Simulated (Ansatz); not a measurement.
input.yaml (Ansatz 0.2.0):

```yaml
crystal:
  lattice:
    - [0.0, 3.2051414516, 3.2051414516]
    - [3.2051414516, 0.0, 3.2051414516]
    - [3.2051414516, 3.2051414516, 0.0]
  atoms:
    - { symbol: Sn, position: [0.5, 0.5, 0.5] }
    - { symbol: Te, position: [0.0, 0.0, 0.0] }
basis:
  ecutwfc: 500
  ecutrho_ratio: 4
kpoints:
  mp_grid: { grid: [10, 10, 10] }
hamiltonian:
  xc: r2scan
scf:
  occupations: { method: gaussian, width: 0.05 }
output:
  forces: true
  stress: true
  eigenvalues: true
  populations: true
  write_density: true
  write_potential: true
  elf: true
  volumetric_format: npy
```

Launched as:
```sh
ansatz run input.yaml --threads 2 --pin off --max-ram 2662MiB --backend cpu --events-out ev --progress --plain --runs-dir out
```

The start was a prototype's sites filled with these elements; the Crystallography Open Database holds the compound in this structure.

Task: Before reading the output: what should come out?

Result: Pressure -0.8 GPa, gap on the mesh 0.19 eV (r²SCAN, scalar-relativistic).

The output:

```
Pseudopotentials: kind: paw
Pseudopotential: Sn, paw, valence charge 14, recommended cutoff 500 eV (meta_gga), Sn.paw.azcp
Pseudopotential: Te, paw, valence charge 16, recommended cutoff 500 eV (meta_gga), Te.paw.azcp
Crystal: 2 atoms, lattice volume = 65.852 Å³
Basis set: ecut = 500 eV, 1687 PW (Γ), exchange–correlation on 144×144×144 points (64 copies of the dense FFT grid, shifted against one another)
Bands: 19, of which v1, the nominal top of the filled ones, is band 15 counted from 1 (14 counted from 0)
Symmetry: 48 space group operations
Space group: Fm-3m (ITA 225), of the structure as read, at distance tolerance 4.0e-5 Å
k-points: 47 of 1000
Initial density: superposition of atomic densities (neutral atoms: chi_scale 0, normalization atom), corrected by the library's trained network
Initial wavefunctions: pseudopotential atomic-orbital guess
Functional: x = r2scan, c = r2scan; τ floored in thin density (d = 2e-4 eV/Å³)
```

```
SCF iter   1: F=—  HF=-13033.976765 eV  |F-HF|=—  |Δ(HF+E_count)|=         —  Δρ=3.46e-3  dr2=5.45e-3  dr2_τ=5.62e-4
SCF iter   2: F=—  HF=-13033.983690 eV  |F-HF|=—  |Δ(HF+E_count)|=   6.92e-3  Δρ=1.30e-3  dr2=8.00e-4  dr2_τ=3.20e-5
SCF iter   3: F=—  HF=-13033.983986 eV  |F-HF|=—  |Δ(HF+E_count)|=   2.96e-4  Δρ=4.35e-4  dr2=5.94e-5  dr2_τ=3.93e-6
SCF iter   4: F=—  HF=-13033.984002 eV  |F-HF|=—  |Δ(HF+E_count)|=   1.58e-5  Δρ=1.04e-4  dr2=2.59e-6  dr2_τ=9.41e-8
SCF iter   5: F=—  HF=-13033.984004 eV  |F-HF|=—  |Δ(HF+E_count)|=   2.19e-6  Δρ=1.45e-5  dr2=2.27e-7  dr2_τ=1.05e-9
SCF iter   6: F=-13033.984004 eV  HF=-13033.984004 eV  |F-HF|=2.29e-8  |Δ(HF+E_count)|=   7.66e-8  Δρ=7.05e-6  dr2=4.12e-8  dr2_τ=3.58e-10
```

```
SCF 1 converged in 6 iterations: F = -13033.984004 eV  dr2 = 4.12e-8
SCF converged after 6 iterations
Free energy (F): -13033.984004 eV
E sigma→0 (E₀):  -13033.984001 eV
Entropy (-TS):   -0.000006 eV (-0.003 meV/atom)
Fermi energy:    9.028036 eV
--- Forces (eV/Å), atoms counted from 1 ---
  atom   1  Sn     0.00000000     0.00000000     0.00000000
  atom   2  Te     0.00000000     0.00000000     0.00000000
--- Stress (GPa, compression-positive) ---
       -0.776312       0.000000       0.000000
        0.000000      -0.776312       0.000000
        0.000000       0.000000      -0.776312
  P = ⅓ Tr σ = -0.7763 GPa (-7.763 kbar)
--- Löwdin populations: 2 sites ---
  site symbol       q [e]
     0     Sn     13.8020
     1     Te     16.1362
```

It ran for 4.9 s on 2 threads of Arm Neoverse V2, on a shared host, peak memory 0.57 GiB.

No spin–orbit coupling, a notable omission for heavy elements. A gap on the mesh alone may be smaller, or close, between its points. Spin–orbit coupling shifts the heavy anion's p levels by more than this gap and may close it.
